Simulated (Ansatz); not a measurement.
# Ti: how the settings move a single-point run

Question: which choices in the input matter for Ti?

Method: reference: DFT, PBE, PAW with Ansatz's default frozen-core files, scalar-relativistic, in Ansatz 0.2.0.

### Step 1. The structure to begin with

Symmetry: Im-3m, No. 229, cubic system. Conventional cell: a = 3.208 Å, b = 3.208 Å, c = 3.208 Å, α = 90.00°, β = 90.00°, γ = 90.00°. Ti (site symmetry m-3m) is surrounded by 8 Ti at 2.78 Å.

As a file:

```xyz
1
Lattice="-1.6038 1.6038 1.6038 1.6038 -1.6038 1.6038 1.6038 1.6038 -1.6038" Properties=species:S:1:pos:R:3 pbc="T T T"
Ti    0.0000    0.0000    0.0000
```

### Step 2. The reference run

Input file input.yaml:

```yaml
crystal:
  lattice:
    - [-1.603844766, 1.603844766, 1.603844766]
    - [1.603844766, -1.603844766, 1.603844766]
    - [1.603844766, 1.603844766, -1.603844766]
  atoms:
    - { symbol: Ti, position: [0.0, 0.0, 0.0] }
kpoints:
  mp_grid: { grid: [18, 18, 18] }
scf:
  occupations: { method: fermi_dirac, width: 0.05 }
hamiltonian:
  xc: pbe
  pseudopotentials: { kind: paw }
output:
  forces: true
  stress: true
  eigenvalues: true
  efg: { contact_densities: true }
  write_density: true
  write_potential: true
  elf: true
  volumetric_format: npy
```

The run is started by

```console
$ ansatz run input.yaml --threads 1 --pin off --max-ram 2048MiB --backend cpu --events-out ev --progress --plain --runs-dir out
```

### Step 3. Changed: mp_grid.grid [9, 9, 9], accuracy high

Changes to input.yaml since step 2:

```diff
@@ -8,3 +8,3 @@
 kpoints:
-  mp_grid: { grid: [18, 18, 18] }
+  mp_grid: { grid: [9, 9, 9] }
 scf:
@@ -19,5 +19,2 @@
   efg: { contact_densities: true }
-  write_density: true
-  write_potential: true
-  elf: true
-  volumetric_format: npy
+accuracy: high
```

What does the calculation give? Wanted: for each run, ending; energy change; pressure; gap; force.

The runs gave:

```tsv
run	ending	energy change	pressure (GPa)	gap (eV)	force (eV/Å)	cycles	time
reference	converged	0	5.2	0.00	0.00	6	1.7 s
1: mp_grid.grid [9, 9, 9], accuracy high	converged	+4.9 meV/atom	5.2	0.00	0.00	7	0.85 s
```

Times don't compare one to one where runs were asked for different outputs or read a saved state (see the inputs); cycles may leave out searches for a lower state.

Residual by cycle in the longest SCF loop of each run; runs are numbered as in the table. The quantity is the density residual dr2, in eV.

```tsv
cycle	reference	run 1
1	5.1e-4	7.8e-4
2	6.8e-5	9.2e-5
3	9.5e-6	1.2e-5
4	8.9e-7	6.6e-7
5	1.5e-8	2.0e-9
6	4.8e-11	6.0e-11
7	-	3.5e-12
```

**Reading.** Changing the k-point mesh and accuracy level moves the energy by +4.9 meV/atom.
